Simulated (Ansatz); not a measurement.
Crystal: Cu3Au (Auricupride).

```
CELL_PARAMETERS angstrom
3.74000 0.00000 0.00000
0.00000 3.74000 0.00000
0.00000 0.00000 3.74000
ATOMIC_POSITIONS crystal
Au 0.00000 0.00000 0.00000
Cu 0.50000 0.50000 0.00000
Cu 0.50000 0.00000 0.50000
Cu 0.00000 0.50000 0.50000
```

```yaml
Program: Ansatz 0.2.0
Task: relaxation of cell and atoms
Functional: RPBE
Potentials_or_basis: Ansatz PAW
Cutoff: "420 eV (not typed: the program's choice for these potentials)"
k_mesh: 7 × 7 × 7
Occupations: fermi-dirac, width 0.05 eV
Spin: no spin polarisation
```

At the start: volume 13.08 Å³/atom.

Task: Where does the relaxation end?

Result: It ends after 7 steps and the volume is 13.95 Å³/atom (+6.7 %); space group Pm-3m (No. 221, to 0.05 Å).

The path:
```
step  energy change (eV)  largest force (eV/Å)  volume (Å³)
   1              0.0000                0.0000        52.31
   2             -0.0932                0.0000        55.14
   3             -0.0962                0.0000        55.75
   4             -0.0962                0.0000        55.84
   5             -0.0983                0.0000        55.84
   6             -0.0983                0.0000        55.81
   7             -0.0983                0.0000        55.81
```

Final structure:
```
Au Cu
1.0
     3.82153    0.00000    0.00000
     0.00000    3.82153    0.00000
     0.00000    0.00000    3.82153
Au Cu
1 3
Direct
  0.00000 0.00000 0.00000
  0.50000 0.50000 0.00000
  0.50000 0.00000 0.50000
  0.00000 0.50000 0.50000
```

Caveat: the plane-wave basis is chosen anew once the cell has moved, so the energies of steps on either side of that aren't comparable; the PAW data sets come from PBE, with cores solved anew for the run's functional, which leaves a small shift of forces and pressure.
